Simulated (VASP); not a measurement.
**VASP 6.6.1 run: TiO2**

INCAR

```
LCHARG = .FALSE.
EDIFF = 1E-7
PREC = Accurate
ISIF = 2
ALGO = Normal
NBANDS = 19
NELM = 79
LWAVE = .FALSE.
IBRION = -1
SIGMA = 0.01
ENCUT = 520
LASPH = .TRUE.
ISMEAR = 0
LREAL = .FALSE.
NSW = 0
GGA = 91
```

KPOINTS

```
KPOINTS created by Atomic Simulation Environment
0
Gamma
10 10 10
0 0 0
```

POSCAR

```
Ti O
 1.0000000000000000
     0.0000000000000000    2.3968272536098962    2.3968272536098962
     2.3968272536098962   -0.0000000000000000    2.3968272536098962
     2.3968272536098962    2.3968272536098962    0.0000000000000000
 Ti  O
   1   2
Cartesian
 -0.0000000000000000 -0.0000000000000000 -0.0000000000000000
  1.1984136268049479  1.1984136268049479  1.1984136268049479
  3.5952408804148437  3.5952408804148437  3.5952408804148437
```

The recommended PBE PAW datasets give the neutral cell 24 valence electrons.

Command

```
mpirun -np 1 vasp_std
```

Predict the outcome of this run.

It converged. Results: gap between bands v and c on the k mesh 1.12 eV; least direct gap on the k mesh 1.83 eV; pressure 6.3 GPa. Band v is the last that the valence electrons fill when counted band by band, and c is the next.

OSZICAR

```
N       E                     dE             d eps       ncg     rms          rms(c)
DAV:   1     0.250694637829E+03    0.25069E+03   -0.12948E+04  1786   0.150E+03
DAV:   2    -0.132464019506E+02   -0.26394E+03   -0.24923E+03  1916   0.413E+02
DAV:   3    -0.351522363253E+02   -0.21906E+02   -0.21644E+02  2059   0.124E+02
DAV:   4    -0.359375619470E+02   -0.78533E+00   -0.78331E+00  2447   0.212E+01
DAV:   5    -0.359540080508E+02   -0.16446E-01   -0.16440E-01  2080   0.296E+00    0.211E+01
DAV:   6    -0.268246666373E+02    0.91293E+01   -0.43579E+01  2156   0.765E+01    0.955E+00
DAV:   7    -0.264263372072E+02    0.39833E+00   -0.11021E+01  2104   0.295E+01    0.604E+00
DAV:   8    -0.262777180184E+02    0.14862E+00   -0.32924E-01  2052   0.563E+00    0.428E+00
DAV:   9    -0.263824072181E+02   -0.10469E+00   -0.25109E+00  2117   0.142E+01    0.411E+00
DAV:  10    -0.261856259576E+02    0.19678E+00   -0.74953E-01  2282   0.742E+00    0.115E+00
DAV:  11    -0.261744457154E+02    0.11180E-01   -0.76408E-02  2302   0.249E+00    0.558E-01
DAV:  12    -0.261718190484E+02    0.26267E-02   -0.81405E-03  2012   0.778E-01    0.158E-01
DAV:  13    -0.261720687093E+02   -0.24966E-03   -0.32418E-04  2182   0.146E-01    0.182E-01
DAV:  14    -0.261716778624E+02    0.39085E-03   -0.17699E-03  2257   0.321E-01    0.160E-02
DAV:  15    -0.261717022293E+02   -0.24367E-04   -0.11136E-04  1981   0.111E-01    0.369E-02
DAV:  16    -0.261716876431E+02    0.14586E-04   -0.19770E-05  2014   0.485E-02    0.178E-02
DAV:  17    -0.261716825867E+02    0.50565E-05   -0.14731E-05  2004   0.387E-02    0.366E-03
DAV:  18    -0.261716824755E+02    0.11115E-06   -0.93933E-07  2104   0.790E-03    0.126E-03
DAV:  19    -0.261716824901E+02   -0.14647E-07   -0.94548E-08  1163   0.288E-03
   1 F= -.26171682E+02 E0= -.26171682E+02  d E =-.228713E-71
```

For comparison, a separate r²SCAN run of the intended cell, on usual settings and not on those above, gives a gap of 1.55 eV on its mesh and a pressure of 1.5 GPa.
